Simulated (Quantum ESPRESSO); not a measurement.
Crystal: MnO.

```xyz
2
Lattice="0.0000 2.2239 2.2239 2.2239 0.0000 2.2239 2.2239 2.2239 0.0000" Properties=species:S:1:pos:R:3 pbc="T T T"
Mn    0.0000    0.0000    0.0000
O     2.2239    2.2239    2.2239
```

The cell is a database's computed one.

```yaml
Program: Quantum ESPRESSO 7.5
Task: phonons
Functional: RPBE
Potentials_or_basis: GBRV 1.5 PBE
Cutoff: 612 eV
Density_cutoff: 4898 eV
k_mesh: 8 × 8 × 8
Occupations: cold, width 0.2 eV
Spin: collinear spin, ferromagnetic start
Starting_moments: "[4.0, 0.0] μB"
Mixing_beta: 0.3
Most_SCF_iterations: 120
SCF_threshold: 4e-10 Ry
```

The cell and the atoms were relaxed first, to 11.54 Å³/atom (a = 3.196 Å, b = 3.196 Å, c = 3.196 Å, α = 60.00°, β = 60.00°, γ = 60.00°), and the response was taken there.

**Question.** Where do the zone-centre optical modes lie?

**Answer.** T1u at 221 cm⁻¹ (IR).

Optical modes at Γ, degenerate ones joined:
```csv
cm⁻¹,components,symmetry,active in
221,3,T1u,IR
```

Caveat: the mesh is thin for the phonons of a metal; the potentials were made for another functional, which shifts forces and pressure; a cell with one magnetic atom can't hold antiferromagnetic order, which such compounds often take.
